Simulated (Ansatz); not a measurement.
# Stability checks on a candidate for MgZn3O4

The structure comes from a generated guess, relaxed at this level; another structure or a mixture of phases may lie lower.

All numbers below come from Ansatz, DFT PBE, scalar-relativistic, plane waves, PAW. Settings of the last relaxation (8-atom cell): 420 eV, 6×6×6 k points, Gaussian smearing of 0.02 eV, no spin polarisation.

```cif
data_structure
_symmetry_space_group_name_H-M 'Pm-3m'
_symmetry_Int_Tables_number 221
_cell_length_a 4.3133
_cell_length_b 4.3133
_cell_length_c 4.3133
_cell_angle_alpha 90.000
_cell_angle_beta 90.000
_cell_angle_gamma 90.000
_cell_volume 80.25
loop_
_atom_site_label
_atom_site_type_symbol
_atom_site_symmetry_multiplicity
_atom_site_Wyckoff_symbol
_atom_site_fract_x
_atom_site_fract_y
_atom_site_fract_z
_atom_site_occupancy
Mg1 Mg 1 a 0.00000 0.00000 0.00000 1
Zn1 Zn 3 c 0.50000 0.00000 0.50000 1
O1 O 3 d 0.00000 0.50000 0.00000 1
O2 O 1 b 0.50000 0.50000 0.50000 1
```

The zero of energy is the elements' standard structures at the same level (O₂ as a molecule); no fitted shifts are applied.

Problem. These tests were run: energy against the elements; phonons on a 2×2×2 q mesh. What do they show?

Solution.

```csv
test,result
energy against the elements,−1.630 eV/atom
phonons on a 2×2×2 q mesh,no imaginary mode on the mesh
```

It fails none of these tests. Other phases of the system weren't compared here, so this isn't yet thermodynamic stability.

The run for the phonons used a 6×6×6 k mesh. Another cell of MgZn3O4 relaxed alike, in P-43m, lies 88 meV/atom lower, so this cell isn't the stable form at this level.
